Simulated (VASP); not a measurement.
# GaSb (F-43m) in VASP: phonons with r2SCAN

Aim: the phonons of GaSb with r2SCAN.

Everything below comes from runs of VASP 6.6.1. Logs are shortened: lines on timing, memory, paths and dates and some standing lists are left out, and cuts for length are marked.

## (1) Starting point

The structure is cubic, space group F-43m (No. 216). Conventional cell: a = 6.118 Å, b = 6.118 Å, c = 6.118 Å, α = 90.00°, β = 90.00°, γ = 90.00°. Ga (site symmetry -43m) has 4 Sb at 2.65 Å as nearest neighbours. Sb (site symmetry -43m) is surrounded by 4 Ga at 2.65 Å.

## (2) Phonons, r2SCAN

The input, POSCAR:

```
GaSb
1.0
    0.0000000000      3.0590000000      3.0590000000
    3.0590000000      0.0000000000      3.0590000000
    3.0590000000      3.0590000000      0.0000000000
Ga Sb
1 1
Direct
    0.0000000000      0.0000000000      0.0000000000
    0.2500000000      0.2500000000      0.2500000000
```

The input, INCAR.step1:

```
PREC = Accurate
ENCUT = 600
EDIFF = 1E-8
ISMEAR = 0
SIGMA = 0.1
LREAL = F
LASPH = T
NELM = 80
ALGO = Normal
ISIF = 3
LWAVE = F
LCHARG = F
METAGGA = R2SCAN
LMIXTAU = T
IBRION = 2
NSW = 40
EDIFFG = -0.002
```

The input, INCAR.step2:

```
PREC = Accurate
ENCUT = 600
EDIFF = 1E-8
ISMEAR = 0
SIGMA = 0.1
LREAL = F
LASPH = T
NELM = 80
ALGO = Normal
ISIF = 2
LWAVE = F
LCHARG = F
METAGGA = R2SCAN
LMIXTAU = T
IBRION = 6
NFREE = 2
POTIM = 0.015
NSW = 1
```

The input, KPOINTS:

```
Automatic mesh
0
Gamma
  12 12 12
```

Potentials or basis: VASP PAW PBE potentials, release 64 (Ga_d, Sb).

On the command line:

```console
cat potpaw_PBE.64/Ga_d/POTCAR potpaw_PBE.64/Sb/POTCAR > POTCAR
cp INCAR.step1 INCAR
mpirun -np 1 vasp_std > vasp.out
cp CONTCAR POSCAR
cp INCAR.step2 INCAR
mpirun -np 1 vasp_std > vasp.out
```

OUTCAR:

```text
PREC = Accurate
   ENCUT = 600
   EDIFF = 1E-8
   ISMEAR = 0
   LREAL = F
   LASPH = T
   NELM = 80
   ISIF = 2
   METAGGA = R2SCAN
   IBRION = 6
   NFREE = 2
   POTIM = 0.015
   NSW = 1

 ion  position               nearest neighbor table
   1  0.000  0.000  0.000-   2 2.66   2 2.66   2 2.66   2 2.66
   2  0.250  0.250  0.250-   1 2.66   1 2.66   1 2.66   1 2.66

  LATTYP: Found a face centered cubic cell.
 ALAT       =     6.1349542085

  Lattice vectors:

 A1 = (   0.0000000000,   3.0674771042,   3.0674771042)
 A2 = (   3.0674771042,   0.0000000000,   3.0674771042)
 A3 = (   3.0674771042,   3.0674771042,   0.0000000000)

Analysis of symmetry for initial positions (statically):
=====================================================================
 Subroutine PRICEL returns:
 Original cell was already a primitive cell.

 Routine SETGRP: Setting up the symmetry group for a
 face centered cubic supercell.

 Subroutine GETGRP returns: Found 24 space group operations
 (whereof 24 operations were pure point group operations)
 out of a pool of 48 trial point group operations.

The static configuration has the point symmetry T_d .

Analysis of symmetry for dynamics (positions and initial velocities):
=====================================================================
 Subroutine PRICEL returns:
 Original cell was already a primitive cell.

 Routine SETGRP: Setting up the symmetry group for a
 face centered cubic supercell.

 Subroutine GETGRP returns: Found 24 space group operations
 (whereof 24 operations were pure point group operations)
 out of a pool of 48 trial point group operations.

The dynamic configuration has the point symmetry T_d .

 Subroutine INISYM returns: Found 24 space group operations
 (whereof 24 operations are pure point group operations),
 and found     1 'primitive' translations

----------------------------------------------------------------------------------------

                                     Primitive cell

  volume of cell :      57.7263

  direct lattice vectors                    reciprocal lattice vectors
     0.000000000  3.067477104  3.067477104    -0.163000402  0.163000402  0.163000402
     3.067477104  0.000000000  3.067477104     0.163000402 -0.163000402  0.163000402
     3.067477104  3.067477104  0.000000000     0.163000402  0.163000402 -0.163000402

  length of vectors
     4.338067723  4.338067723  4.338067723     0.282324977  0.282324977  0.282324977

  position of ions in fractional coordinates (direct lattice)
     0.000000000  0.000000000  0.000000000
     0.250000000  0.250000000  0.250000000

  ion indices of the primitive-cell ions
   primitive index   ion index
                 1           1
                 2           2

----------------------------------------------------------------------------------------

 KPOINTS: Automatic mesh

Automatic generation of k-mesh.
 Grid dimensions read from file:
 generate k-points for:   12   12   12

 Generating k-lattice:

  Cartesian coordinates                     Fractional coordinates (reciprocal lattice)
    -0.013583367  0.013583367  0.013583367     0.083333333  0.000000000  0.000000000
     0.013583367 -0.013583367  0.013583367     0.000000000  0.083333333  0.000000000
     0.013583367  0.013583367 -0.013583367     0.000000000  0.000000000  0.083333333

  Length of vectors
     0.023527081  0.023527081  0.023527081

  Shift w.r.t. Gamma in fractional coordinates (k-lattice)
     0.000000000  0.000000000  0.000000000

 Subroutine IBZKPT returns following result:
 ===========================================

[... 61 lines left out ...]
   EFERMI =   0.00;   METHOD = LEGACY
   ISMEAR =     0;   SIGMA  =   0.10  broadening in eV -4-tet -1-fermi 0-gaus
   EFERMI_NEDOS =   21; number of points for ismear=-14 and -15
   IALGO  =     38    algorithm
   IMIX   =      4    mixing-type and parameters
     AMIX     =   0.40;   BMIX     =  1.00
     AMIX_MAG =   1.60;   BMIX_MAG =  1.00
  volume/ion in A,a.u.               =      28.86       194.78
  Fermi-wavevector in a.u.,A,eV,Ry     =   1.110131  2.097844 16.767704  1.232391
  Thomas-Fermi vector in A             =   2.246679
   LORBIT       =      0    0 simple, 1 ext, 2 COOP (PROOUT), +10 PAW based schemes
   METAGGA = R2SCAN    functional components
   LHFCALC =     F    Hartree Fock is set to
   AEXX    =    0.0000 exact exchange contribution
   IVDW    =     0    specifies the selected vdW correction
   LEPSILON=     F    determine dielectric tensor
   LRPA    =     F    only Hartree local field effects (RPA)
 finite differences with symmetry
 non-spin polarized calculation
 Gauss-broadening in eV      SIGMA  =   0.10
  energy-cutoff  :      600.00
  volume of cell :       57.73
 maximum number of plane-waves:      1964
   NGX = 17   NGY = 17   NGZ = 17

--------------------------------------- Ionic step        1  -------------------------------------------

 number of electron      18.0000003 magnetization

 Free energy of the ion-electron system (eV)
  ---------------------------------------------------
  ext. energy  EPLUGINS =         0.00000000
  ---------------------------------------------------
  free energy    TOTEN  =       -37.60699632 eV

  energy without entropy =      -37.60699365  energy(sigma->0) =      -37.60699498

------------------------ aborting loop because EDIFF is reached ----------------------------------------

  FORCE on cell =-STRESS in cart. coord.  units (eV):
  Direction    XX          YY          ZZ          XY          YZ          ZX
  --------------------------------------------------------------------------------------
  -------------------------------------------------------------------------------------
  Total       -0.0025964     -0.0025964     -0.0025964     -0.0000000      0.0000000     -0.0000000
  in kB       -0.0720614     -0.0720614     -0.0720614     -0.0000000      0.0000000     -0.0000000
  external PRESSURE =      -0.0720614 kB  Pullay stress =       0.0000000 kB
[... 131 lines left out ...]
--------------------------------------- Ionic step        5  -------------------------------------------

 number of electron      18.0000003 magnetization

 Free energy of the ion-electron system (eV)
  ---------------------------------------------------
  ext. energy  EPLUGINS =         0.00000000
  ---------------------------------------------------
  free energy    TOTEN  =       -37.60607364 eV

  energy without entropy =      -37.60606966  energy(sigma->0) =      -37.60607165

 E-fermi :   4.8175     XC(G=0):  -9.6836

 val. band max:        4.6457289259   @ k =   0.0000   0.0000   0.0000
 cond. band min:       4.9855191679   @ k =   0.0000   0.0000   0.0000
 fundamental gap:      0.3397902421
 Fermi energy:         4.8174767615

 k-point     1 :       0.0000    0.0000    0.0000
  band No.  band energies     occupation
      1     -10.8834      2.00000
      2     -10.8823      2.00000
      3     -10.8809      2.00000
      4     -10.8267      2.00000
      5     -10.8267      2.00000
      6      -7.2737      2.00000
      7       4.5515      1.99983
      8       4.5993      1.99797
      9       4.6457      1.98485
     10       4.9855      0.01748
     11       7.5479      0.00000
     12       7.5823      0.00000
     13       7.6184      0.00000
[... 354 lines left out ...]
  band No.  band energies     occupation
      1     -10.9147      2.00000
      2     -10.8677      2.00000
      3     -10.8668      2.00000
      4     -10.8284      2.00000
      5     -10.8268      2.00000
      6      -5.3630      2.00000
      7      -1.8883      2.00000
      8       1.8204      2.00000
      9       3.0709      2.00000
     10       6.5553      0.00000
     11       8.6730      0.00000
     12       9.4791      0.00000
     13      11.9648      0.00000

 [... further k-points ...]

------------------------ aborting loop because EDIFF is reached ----------------------------------------

  FORCE on cell =-STRESS in cart. coord.  units (eV):
  Direction    XX          YY          ZZ          XY          YZ          ZX
  --------------------------------------------------------------------------------------
  -------------------------------------------------------------------------------------
  Total       -0.0000250      0.0020517      0.0020517      0.0000000      0.1029932      0.0000000
  in kB       -0.0006947      0.0569454      0.0569454      0.0000000      2.8585468      0.0000000
  external PRESSURE =       0.0377320 kB  Pullay stress =       0.0000000 kB
[... 17 lines left out ...]
  FREE ENERGIE OF THE ION-ELECTRON SYSTEM (eV)
  ---------------------------------------------------
  free  energy   TOTEN  =       -37.6060736386 eV

  energy  without entropy=      -37.6060696585  energy(sigma->0) =      -37.60607165

 INTERNAL STRAIN TENSORS FROM DISPLACED ATOMS
 ============================================

 INTERNAL STRAIN TENSOR FOR ION    1 for displacements in x,y,z  (eV/Angst):
          X           Y           Z          XY          YZ          ZX
  --------------------------------------------------------------------------------
  x     0.00000    -0.00000    -0.00000     0.00000     6.63068     0.00000
  y     0.00000     0.00000     0.00000     0.00000     0.00000     6.63068
  z    -0.00000    -0.00000     0.00000     6.63068     0.00000     0.00000

 INTERNAL STRAIN TENSOR FOR ION    2 for displacements in x,y,z  (eV/Angst):
          X           Y           Z          XY          YZ          ZX
  --------------------------------------------------------------------------------
  x     0.00000     0.00000     0.00000     0.00000    -6.89060     0.00000
  y     0.00000     0.00000     0.00000     0.00000     0.00000    -6.89060
  z     0.00000     0.00000     0.00000    -6.89060     0.00000     0.00000

 Eigenvectors and eigenvalues of the dynamical matrix
 ----------------------------------------------------

   1 f  =    6.772994 THz    42.555973 2PiTHz  225.922746 cm-1    28.010838 meV
             X         Y         Z           dx          dy          dz
      0.000000  0.000000  0.000000     0.000000    0.800384    0.000000
      1.533739  1.533739  1.533739     0.000000   -0.599488    0.000000
[... 21 lines left out ...]
   6 f/i=    0.033510 THz     0.210552 2PiTHz    1.117788 cm-1     0.138588 meV
             X         Y         Z           dx          dy          dz
      0.000000  0.000000  0.000000     0.000000    0.000000   -0.599488
      1.533739  1.533739  1.533739     0.000000    0.000000   -0.800384

 ELASTIC MODULI CONTR FROM IONIC RELAXATION (kBar)
 Direction    XX          YY          ZZ          XY          YZ          ZX
 --------------------------------------------------------------------------------
 XX          -0.0000     -0.0000     -0.0000      0.0000      0.0000     -0.0000
 YY          -0.0000     -0.0000     -0.0000      0.0000      0.0000      0.0000
 ZZ          -0.0000     -0.0000     -0.0000      0.0000      0.0000     -0.0000
 XY           0.0000      0.0000      0.0000   -152.8381      0.0000      0.0000
 YZ           0.0000      0.0000      0.0000      0.0000   -152.8381      0.0000
 ZX          -0.0000      0.0000     -0.0000      0.0000      0.0000   -152.8381
 --------------------------------------------------------------------------------
```

It took 29 min on 1 thread of Intel Xeon 6975P-C (Granite Rapids), shared host; peak memory 0.57 GiB.

Results:

```yaml
Relaxed_volume: 28.86 Å³/atom
Relaxed_cell: a = 4.338 Å, b = 4.338 Å, c = 4.338 Å, α = 60.00°, β = 60.00°, γ = 60.00°
Space_group_after_relaxing_to_0.05_Å: F-43m (No. 216)
Highest_phonon_frequency_at_Γ_LO-TO_splitting_left_out: 226 cm⁻¹
```

The path:
```
step  energy change (eV)  largest force (eV/Å)  pressure (GPa)  volume (Å³)
   1              0.0000                0.0000            0.46        57.25
   2             -0.0005                0.0000           -0.18        57.93
   3             -0.0006                0.0000            0.03        57.70
   4             -0.0006                0.0000            0.00        57.73
```

Final structure:
```
Ga Sb
1.0
     0.00000    3.06748    3.06748
     3.06748    0.00000    3.06748
     3.06748    3.06748    0.00000
Ga Sb
1 1
Direct
  0.00000 0.00000 0.00000
  0.25000 0.25000 0.25000
```

Phonon frequencies in cm⁻¹ (negative: imaginary):
```tsv
q point	frequencies
(0.000, 0.000, 0.000)	-1 -1 -1 226 226 226
```

Caveat: the PAW data sets were made with another functional, which shifts forces and pressure a little. Spin-orbit coupling is left out, which matters for the levels of Sb.
